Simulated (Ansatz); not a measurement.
Zinc-blende ZnTe, treated with PBE+SOC in Ansatz (PAW).

Settings: plane-wave cutoff 520 eV, 10×10×10 k mesh, Fermi–Dirac smearing 0.01 eV, PAW data made under PBE.

The cell has the measured lattice: a = 6.0890 Å, b = 6.0890 Å, c = 6.0890 Å, α = 90.00°, β = 90.00°, γ = 90.00°.

**Question.** What does this level give for the band gap?

**Answer.** 
- band gap = 1.00 eV (direct)

Measured, for comparison: band gap 2.43 eV (zero-point renormalisation of 40 meV (experimental, the table's column) added back here, direct; inputs from Miglio et al. (2020), arXiv:2011.12765). Computed (rounded) less measured: band gap -1.43 eV.

Note: cell and atoms aren't relaxed at this level (pressure 2.2 GPa).

The computed numbers hold no vibrational or temperature effects.

Ansatz is a first-principles code.
